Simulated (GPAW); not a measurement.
BaH2:

```xyz
6
Lattice="4.4620 0.0000 0.0000 -2.2310 3.8642 0.0000 0.0000 0.0000 6.0553" Properties=species:S:1:pos:R:3 pbc="T T T"
Ba    0.0000    2.5762    1.5138
Ba    2.2310    1.2881    4.5415
H     0.0000    0.0000    0.0000
H     0.0000    0.0000    3.0276
H     2.2310    1.2881    1.5138
H     0.0000    2.5762    4.5415
```

The cell comes from a database or a generator and needn't be the stable form of this composition.

Base run:

```yaml
Program: GPAW 26.7.0
Functional: LDA
Potentials_or_basis: the program's PAW data sets (release 1.2.1) made for this functional
Cutoff: 600 eV
Basis: pw
k_mesh: 6 × 6 × 4
Occupations: fermi-dirac, width 0.05 eV
Spin: no spin polarisation
```

Its results: band gap on the k mesh 1.35 eV, indirect (least direct gap 2.43 eV); pressure -3.1 GPa.

Q: The run is repeated on the same cell with these changes: functional from LDA to PBEsol; potentials or basis from the program's PAW data sets (release 1.2.1) made for this functional to PAW data sets generated in the run's folder for this functional. What comes out?

A: Band gap on the k mesh 1.46 eV, indirect (least direct gap 2.52 eV); pressure -2.0 GPa.

Caveats: spin-orbit coupling is left out, which moves the levels of the heavy elements.
